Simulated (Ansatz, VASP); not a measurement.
**SiC in VASP and in Ansatz**

Contents of INCAR:

```
PREC     = Accurate       # precision mode
ENCUT    = 520            # plane-wave cutoff, eV
EDIFF    = 1E-6           # SCF threshold, eV
ISMEAR   = 0              # smearing method
SIGMA    = 0.02           # smearing width, eV
LREAL    = False          # projectors in reciprocal space
LASPH    = True           # aspherical terms in the spheres
NELM     = 100            # most SCF steps
ALGO     = Normal         # electronic algorithm
ISIF     = 2              # what is computed and relaxed
LWAVE    = False          # write WAVECAR
LCHARG   = False          # write CHGCAR
GGA      = PE             # functional
NBANDS   = 16             # bands
```

Contents of KPOINTS:

```
Automatic mesh
0
Gamma
  12 12 6
```

File POSCAR:

```
SiC
1.0
    3.2774527061      0.0000000000      0.0000000000
   -1.6387263530      2.8383573032      0.0000000000
    0.0000000000      0.0000000000      5.0254391135
Si C
2 2
Direct
    0.3333333333      0.6666666667      0.4969855265
    0.6666666667      0.3333333333      0.9969855265
    0.3333333333      0.6666666667      0.8780144735
    0.6666666667      0.3333333333      0.3780144735
```

Input for Ansatz:

```yaml
crystal:
  lattice:
    - [3.2774527061, 0.0, 0.0]
    - [-1.638726353, 2.8383573032, 0.0]
    - [0.0, 0.0, 5.0254391135]
  atoms:
    - { symbol: Si, position: [0.3333333333, 0.6666666667, 0.4969855265] }
    - { symbol: Si, position: [0.6666666667, 0.3333333333, 0.9969855265] }
    - { symbol: C, position: [0.3333333333, 0.6666666667, 0.8780144735] }
    - { symbol: C, position: [0.6666666667, 0.3333333333, 0.3780144735] }
basis:
  ecutwfc: 420
kpoints:
  mp_grid: { grid: [12, 12, 6] }
  band_path: { path: [VBM, CBM], npoints: 2 }
hamiltonian:
  xc: pbe
scf:
  occupations: { method: gaussian, width: 0.02 }
output:
  forces: true
  stress: true
  eigenvalues: true
checkpoint:
  read: start.run
  write: ck
  compress: false
  write_wavefunctions: false
  write_every: 100000
```

Alike in both runs: task single point; functional PBE; k mesh 12 × 12 × 6; occupations gaussian, width 0.02 eV; no spin polarisation.

```csv
,VASP,Ansatz
version,VASP 6.6.1,Ansatz 0.2.0
potentials or method,"VASP PAW PBE potentials, release 64 (Si, C)","scalar-relativistic, plane waves, PAW"
plane-wave cutoff (eV),520,420
valence electrons in the cell,16,16
```

Ansatz gave:

```
gap on the k mesh at the Fermi level (eV)       : 1.91
least direct gap on the mesh (eV)               : 2.63
pressure (GPa)                                  : -18.0
largest component of the traceless stress (GPa) : 17.96
```

Problem. Which values does VASP return?

Solution. gap on the k mesh at the Fermi level (eV): 1.90; least direct gap on the mesh (eV): 2.63; pressure (GPa): -18.0; largest component of the traceless stress (GPa): 18.05.

Caveats: so large a pressure means that the cell lies far from this level's equilibrium, or that cutoff or potentials fall short (VASP). A hybrid or GW would open this gap; PBE tends to underestimate it. A k mesh can miss the band edges.
